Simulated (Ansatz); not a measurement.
The system is FeO (Wuestite).

```xyz
2
Lattice="0.0000 2.1554 2.1554 2.1554 0.0000 2.1554 2.1554 2.1554 0.0000" Properties=species:S:1:pos:R:3 pbc="T T T"
Fe    0.0000    0.0000    0.0000
O     2.1554    2.1554    2.1554
```

Base run:

| Quantity | Value |
| --- | --- |
| Program | Ansatz 0.2.0 |
| Functional | RPBE |
| Potentials or basis | Ansatz PAW |
| Cutoff | 420 eV (not typed: the program's choice for these potentials) |
| k mesh | 11 × 11 × 11 |
| Occupations | fermi-dirac, width 0.05 eV |
| Spin | collinear spin, ferromagnetic start |
| Starting moments | [3.0, 0.0] μB |

Its results: band gap on the k mesh none (metal or under the smearing width); pressure 5.3 GPa; net moment 4.00 μB per cell; site moments Fe +3.46; O +0.32 μB.

Question: After a change of settings the same cell gave: band gap on the k mesh none (metal or under the smearing width); pressure -7.0 GPa; net moment 4.01 μB per cell; site moments Fe +3.62; O +0.26 μB. Which change was it?
A. functional from RPBE to LDA
B. functional from RPBE to HSE03; k mesh from 11 × 11 × 11 to 6 × 6 × 6
C. functional from RPBE to PBE
D. functional from RPBE to PBE; occupations from fermi-dirac, width 0.05 eV to gaussian, width 0.011 eV

Answer: B.

Caveats: some runs use coarse meshes; a cell with one magnetic atom can't hold antiferromagnetic order, which such compounds often take; the PAW data sets come from PBE, with cores solved anew for the run's functional, which leaves a small shift of forces and pressure; semilocal functionals often make such compounds metallic where correlation or magnetic order opens a gap, which also shifts bond lengths (some runs); the magnetic or orbital state may not be the lowest (some runs); the thresholds are loose for stress (some runs).
